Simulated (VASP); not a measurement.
# BP (F-43m) in VASP: settings compared

The runs below take BP through equation of state, with PBEsol, PBE.

Everything below comes from runs of VASP 6.6.1. Logs are shortened: lines on timing, memory, paths and dates and some standing lists are left out, and cuts for length are marked.

**Measured values to compare with.**

“Equation of state of single-crystal cubic boron phosphide”, 2014, arxiv:1407.1677 reports, for a bulk crystal of BP at 300 K: bulk modulus 179 ± 1 GPa.

How close the calculation comes is told below.

## 1. The crystal as given

The structure is cubic, space group F-43m (No. 216). Conventional cell: a = 4.538 Å, b = 4.538 Å, c = 4.538 Å, α = 90.00°, β = 90.00°, γ = 90.00°. Around P (site symmetry -43m) lie 4 B at 1.97 Å. B (site symmetry -43m) has 4 P at 1.97 Å as nearest neighbours.

## 2. Equation of state, PBEsol, 10.98 Å³/atom (volume scaled by 0.94)

The input, INCAR:

```
SYSTEM = BP
PREC = Accurate
ENCUT = 520
EDIFF = 1E-7
ISMEAR = -1
SIGMA = 0.05
LREAL = .False.
LASPH = .True.
NELM = 100
ALGO = Normal
ISIF = 2
LWAVE = .False.
LCHARG = .False.
GGA = PS
NBANDS = 11
```

The input, KPOINTS:

```
Automatic mesh
0
Gamma
  10 10 10
  0 0 0
```

The input, POSCAR:

```
BP
1.0
    0.0000000000      2.2226808807      2.2226808807
    2.2226808807      0.0000000000      2.2226808807
    2.2226808807      2.2226808807      0.0000000000
P B
1 1
Direct
    0.7500000000      0.7500000000      0.7500000000
    0.0000000000      0.0000000000      0.0000000000
```

Potentials or basis: VASP PAW PBE potentials, release 64 (P, B).

On the command line:

```bash
> cat potpaw_PBE.64/P/POTCAR potpaw_PBE.64/B/POTCAR > POTCAR
> mpirun -np 1 vasp_std > vasp.out
```

OUTCAR:

```text
SYSTEM = BP
   PREC = Accurate
   ENCUT = 520
   EDIFF = 1E-7
   ISMEAR = -1
   LREAL = .False.
   LASPH = .True.
   NELM = 100
   ISIF = 2
   GGA = PS

 Found     47 irreducible k-points:

 Following reciprocal coordinates:
            Coordinates               Weight
  0.000000  0.000000  0.000000      1.000000
  0.100000  0.000000  0.000000      8.000000
  0.200000  0.000000  0.000000      8.000000
  0.300000  0.000000  0.000000      8.000000
  0.400000  0.000000  0.000000      8.000000
  0.500000  0.000000  0.000000      4.000000
   k-points           NKPTS =     47   k-points in BZ     NKDIM =     47   number of bands    NBANDS=     11
   number of dos      NEDOS =    301   number of ions     NIONS =      2
   total plane-waves  NPLWV =  13824
   dimension x,y,z NGX =    24 NGY =   24 NGZ =   24
   dimension x,y,z NGXF=    48 NGYF=   48 NGZF=   48
   ions per type =               1   1
   NGX,Y,Z   is equivalent  to a cutoff of  12.69, 12.69, 12.69 a.u.
   NGXF,Y,Z  is equivalent  to a cutoff of  25.39, 25.39, 25.39 a.u.
 SYSTEM =  BP
   PREC   = accura    normal or accurate (medium, high low for compatibility)
   ISTART =      0    job   : 0-new  1-cont  2-samecut
   ICHARG =      2    charge: 1-file 2-atom 10-const
   ISPIN  =      1    spin polarized calculation?
   LNONCOLLINEAR =      F non collinear calculations
   LSORBIT =      F    spin-orbit coupling
   LASPH  =      T    aspherical Exc in radial PAW
   ENCUT  =  520.0 eV  38.22 Ry    6.18 a.u.   5.84  5.84  5.84*2*pi/ulx,y,z
   NELM   =    100;   NELMIN=  2; NELMDL= -5     # of ELM steps
   EDIFF  = 0.1E-06   stopping-criterion for ELM
   LREAL  =      F    real-space projection
   EDIFFG = 0.1E-05   stopping-criterion for IOM
   NSW    =      0    number of steps for IOM
   IBRION =     -1    ionic relax: 0-MD 1-quasi-New 2-CG
   NFREE  =      0    steps in history (QN), initial steepest desc. (CG)
   ISIF   =      2    stress and relaxation
   ISYM   =      2    0-nonsym 1-usesym 2-fastsym
   POTIM  = 0.5000    time-step for ionic-motion
   TEBEG  =    0.0;   TEEND  =   0.0 temperature during run
   PSTRESS=    0.0 pullay stress
   NELECT =       8.0000    total number of electrons
   NUPDOWN=      -1.0000    fix difference up-down
   EMIN   =  10.00;   EMAX   =-10.00  energy-range for DOS
   EFERMI =   0.00;   METHOD = LEGACY
   ISMEAR =    -1;   SIGMA  =   0.05  broadening in eV -4-tet -1-fermi 0-gaus
   EFERMI_NEDOS =   21; number of points for ismear=-14 and -15
   IALGO  =     38    algorithm
   IMIX   =      4    mixing-type and parameters
     AMIX     =   0.40;   BMIX     =  1.00
     AMIX_MAG =   1.60;   BMIX_MAG =  1.00
  volume/ion in A,a.u.               =      10.98        74.10
  Fermi-wavevector in a.u.,A,eV,Ry     =   1.169188  2.209445 18.599175  1.367001
  Thomas-Fermi vector in A             =   2.305664
   LORBIT       =      0    0 simple, 1 ext, 2 COOP (PROOUT), +10 PAW based schemes
   GGA     = PS    functional components
   LHFCALC =     F    Hartree Fock is set to
   AEXX    =    0.0000 exact exchange contribution
   IVDW    =     0    specifies the selected vdW correction
   LEPSILON=     F    determine dielectric tensor
   LRPA    =     F    only Hartree local field effects (RPA)
 non-spin polarized calculation
  energy-cutoff  :      520.00
  volume of cell :       21.96
 maximum number of plane-waves:       609
   NGX = 11   NGY = 11   NGZ = 11

 number of electron       8.0000000 magnetization

 Free energy of the ion-electron system (eV)
  ---------------------------------------------------
  ext. energy  EPLUGINS =         0.00000000
  ---------------------------------------------------
  free energy    TOTEN  =       -13.64082280 eV

  energy without entropy =      -13.64082250  energy(sigma->0) =      -13.64082265

 E-fermi :   8.6562     XC(G=0): -11.3081

 val. band max:        8.1521237316   @ k =   0.0000   0.0000   0.0000
 cond. band min:       9.2017698625   @ k =   0.4000   0.4000   0.0000
 fundamental gap:      1.0496461309
 Fermi energy:         8.6562114643

 k-point     1 :       0.0000    0.0000    0.0000
  band No.  band energies     occupation
      1      -7.9085      2.00000
      2       8.1521      1.99992
      3       8.1521      1.99992
      4       8.1521      1.99992
      5      11.6084      0.00000
      6      11.6084      0.00000
      7      11.6084      0.00000
      8      16.4483      0.00000
      9      19.8363      0.00000
     10      20.4602      0.00000
     11      20.4602      0.00000

 k-point     2 :       0.1000    0.0000    0.0000
  band No.  band energies     occupation
      1      -7.7185      2.00000
      2       6.7924      2.00000
      3       7.8380      2.00000
      4       7.8380      2.00000
      5      12.0430      0.00000
      6      12.0430      0.00000
      7      12.1047      0.00000
      8      16.8971      0.00000
      9      19.6998      0.00000
     10      19.6998      0.00000
     11      20.4497      0.00000

 k-point     3 :       0.2000    0.0000    0.0000
  band No.  band energies     occupation
      1      -7.1546      2.00000
      2       4.3437      2.00000
      3       7.2494      2.00000
      4       7.2494      2.00000
      5      12.4039      0.00000
      6      12.7862      0.00000
      7      12.7862      0.00000
      8      17.8401      0.00000
      9      19.0547      0.00000
     10      19.0547      0.00000
     11      21.3637      0.00000

 k-point     4 :       0.3000    0.0000    0.0000
  band No.  band energies     occupation
      1      -6.2439      2.00000
      2       1.8648      2.00000
      3       6.7400      2.00000
      4       6.7400      2.00000
      5      12.3772      0.00000
      6      13.0712      0.00000
      7      13.0712      0.00000
      8      18.4106      0.00000
      9      19.7059      0.00000
     10      19.7059      0.00000
     11      21.7736      0.00000

 k-point     5 :       0.4000    0.0000    0.0000
  band No.  band energies     occupation
      1      -5.0908      2.00000
      2      -0.2840      2.00000
      3       6.4195      2.00000
      4       6.4195      2.00000
      5      12.2966      0.00000
      6      12.9406      0.00000
      7      12.9406      0.00000
      8      18.3772      0.00000
      9      21.5366      0.00000
     10      21.5366      0.00000
     11      22.7468      0.00000

 k-point     6 :       0.5000    0.0000    0.0000
  band No.  band energies     occupation
      1      -4.3158      2.00000
      2      -1.3980      2.00000
      3       6.3118      2.00000
      4       6.3118      2.00000
      5      12.2628      0.00000
      6      12.8422      0.00000
      7      12.8422      0.00000
      8      18.2899      0.00000
      9      23.1588      0.00000
     10      23.1588      0.00000
     11      23.4177      0.00000

 [... further k-points ...]

------------------------ aborting loop because EDIFF is reached ----------------------------------------

  FORCE on cell =-STRESS in cart. coord.  units (eV):
  Direction    XX          YY          ZZ          XY          YZ          ZX
  --------------------------------------------------------------------------------------
  -------------------------------------------------------------------------------------
  Total        1.2920183      1.2920183      1.2920183      0.0000000      0.0000000      0.0000000
  in kB       94.2579360     94.2579360     94.2579360      0.0000000      0.0000000      0.0000000
  external PRESSURE =      94.2579360 kB  Pullay stress =       0.0000000 kB

 VOLUME and BASIS-vectors are now :
 -----------------------------------------------------------------------------
  energy-cutoff  :      520.00
  volume of cell :       21.96
      direct lattice vectors                 reciprocal lattice vectors
     0.000000000  2.222680881  2.222680881    -0.224953570  0.224953570  0.224953570
     2.222680881  0.000000000  2.222680881     0.224953570 -0.224953570  0.224953570
     2.222680881  2.222680881  0.000000000     0.224953570  0.224953570 -0.224953570

 POSITION                                       TOTAL-FORCE (eV/Angst)
 -----------------------------------------------------------------------------------
      3.33402      3.33402      3.33402        -0.000000     -0.000000     -0.000000
      0.00000      0.00000      0.00000         0.000000      0.000000      0.000000
 -----------------------------------------------------------------------------------
    total drift:                               -0.000000     -0.000000     -0.000000

  FREE ENERGIE OF THE ION-ELECTRON SYSTEM (eV)
  ---------------------------------------------------
  free  energy   TOTEN  =       -13.6408227999 eV

  energy  without entropy=      -13.6408224986  energy(sigma->0) =      -13.64082265
```

Run time: 9 s. Hardware: 1 thread of Intel Xeon Platinum 8375C at 2.90GHz (Ice Lake), shared host; peak memory 0.13 GiB.

Results:

```yaml
Free_energy: -13.6408 eV
Pressure: 9.4 GPa
Band_gap_on_the_k_mesh: 1.05 eV, indirect (least direct gap 3.46 eV)
```

Caveat: the PAW data sets were made with another functional, which shifts forces and pressure a little.

## 3. Equation of state, PBEsol, 11.21 Å³/atom (volume scaled by 0.96)

INCAR is that of step 2.

KPOINTS is that of step 2.

The input, POSCAR:

```
BP
1.0
    0.0000000000      2.2383340787      2.2383340787
    2.2383340787      0.0000000000      2.2383340787
    2.2383340787      2.2383340787      0.0000000000
P B
1 1
Direct
    0.7500000000      0.7500000000      0.7500000000
    0.0000000000      0.0000000000      0.0000000000
```

Potentials or basis: VASP PAW PBE potentials, release 64 (P, B).

On the command line:

```bash
> cat potpaw_PBE.64/P/POTCAR potpaw_PBE.64/B/POTCAR > POTCAR
> mpirun -np 1 vasp_std > vasp.out
```

Run time: 6.5 s. Hardware: 1 thread of Intel Xeon Platinum 8375C at 2.90GHz (Ice Lake), shared host; peak memory 0.13 GiB.

It converged, with:

- Free energy: -13.6624 eV
- Pressure: 5.3 GPa
- Band gap on the k mesh: 1.08 eV, indirect (least direct gap 3.42 eV)

Caveat: the PAW data sets were made with another functional, which shifts forces and pressure a little.

## 4. Equation of state, PBEsol, 11.45 Å³/atom (volume scaled by 0.98)

INCAR is that of step 3.

KPOINTS is that of step 3.

The input, POSCAR:

```
BP
1.0
    0.0000000000      2.2537713532      2.2537713532
    2.2537713532      0.0000000000      2.2537713532
    2.2537713532      2.2537713532      0.0000000000
P B
1 1
Direct
    0.7500000000      0.7500000000      0.7500000000
    0.0000000000      0.0000000000      0.0000000000
```

On the command line:

```bash
> cat potpaw_PBE.64/P/POTCAR potpaw_PBE.64/B/POTCAR > POTCAR
> mpirun -np 1 vasp_std > vasp.out
```

Run time: 6.4 s. Hardware: 1 thread of Intel Xeon Platinum 8375C at 2.90GHz (Ice Lake), shared host; peak memory 0.13 GiB.

It converged, with:

| Item | Value |
| --- | --- |
| Free energy | -13.6726 eV |
| Pressure | 1.5 GPa |
| Band gap on the k mesh | 1.10 eV, indirect (least direct gap 3.39 eV) |

Caveat: the PAW data sets were made with another functional, which shifts forces and pressure a little.

(Part 1 of 2 ends here.)
